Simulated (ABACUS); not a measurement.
## Pd under changes of volume

One of the cells (14.750 Å³/atom); the others are scaled copies at fixed shape and fractional positions:

```
Pd
1.0
     0.00000    1.94650    1.94650
     1.94650    0.00000    1.94650
     1.94650    1.94650    0.00000
Pd
1
Direct
  0.00000 0.00000 0.00000
```

| Item | Value |
| --- | --- |
| Program | ABACUS 3.10.1 |
| Functional | r2SCAN |
| Potentials or basis | SG15 ONCV 1.2 PBE |
| Cutoff | 1361 eV |
| Density cutoff | 5442 eV |
| Basis | DZP LCAO (the cutoffs set its grid) |
| k mesh | 9 × 9 × 9 |
| Occupations | fermi-dirac, width 0.05 eV |
| Spin | no spin polarisation |

```tsv
volume (Å³/atom)	energy over the lowest point (meV/atom)	pressure (GPa)
13.865	3.23	4.7
14.160	0.00	-0.5
14.455	5.45	-4.9
14.750	18.52	-8.8
15.045	38.15	-12.1
15.340	?	?
15.635	93.40	-17.5
```

What does the run at 15.340 Å³/atom give?

Energy over the lowest point 63.22 meV/atom; pressure -15.0 GPa.

Worked out: A Birch-Murnaghan fit of order 3 (a polynomial in V^(-2/3)) to the other rows has its minimum at 14.12 Å³/atom with B0 = V·E''(V) = 232 GPa and B' = 5.9. It gives 63.35 meV/atom at 15.340 Å³/atom, against the run's 63.22, and -dE/dV = -15.1 GPa, against -15.0.

Energies are extrapolated to zero smearing.

Caveats: the atomic orbitals were generated for these runs and aren't a published set; the potentials were made for another functional, which shifts forces and pressure; the basis of atomic orbitals isn't converged, which shifts pressures, moduli and gaps.
